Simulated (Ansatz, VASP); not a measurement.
## One calculation of Sb, two programs

```
CELL_PARAMETERS angstrom
-1.88373 1.88373 1.88373
1.88373 -1.88373 1.88373
1.88373 1.88373 -1.88373
ATOMIC_POSITIONS crystal
Sb 0.00000 0.00000 0.00000
```

This isn't the form of Sb at room conditions, which is rhombohedral.

Alike in both runs: task single point; functional PBE0; k mesh 6 × 6 × 6; occupations fermi-dirac, width 0.05 eV; no spin polarisation.

```csv
,VASP,Ansatz
version,VASP 6.6.1,Ansatz 0.2.0
potentials or method,"VASP PAW PBE potentials, release 64 (Sb)",Ansatz PAW
plane-wave cutoff (eV),520,420
valence electrons in the cell,5,15
```

|  | VASP | Ansatz | Ansatz less VASP |
| --- | --- | --- | --- |
| gap on the k mesh at the Fermi level (eV) | none | none | - |
| pressure (GPa) | -1.7 | -0.5 | +1.21 |

A gap of «none» marks a metal or a gap that the smearing closes. The two sets of potentials don't hold the same shells in valence.

Caveats: the k mesh is coarse (spacing up to 0.39 Å⁻¹), so the values aren't converged, least of all with exact exchange; the PAW data sets were made with another functional, which shifts forces and pressure a little (VASP); the PAW data sets come from PBE, with cores solved anew for the run's functional, which leaves a small shift of forces and pressure (Ansatz); the thresholds are loose for stress (Ansatz). The runs have no spin-orbit coupling, so splittings on Sb are missing.
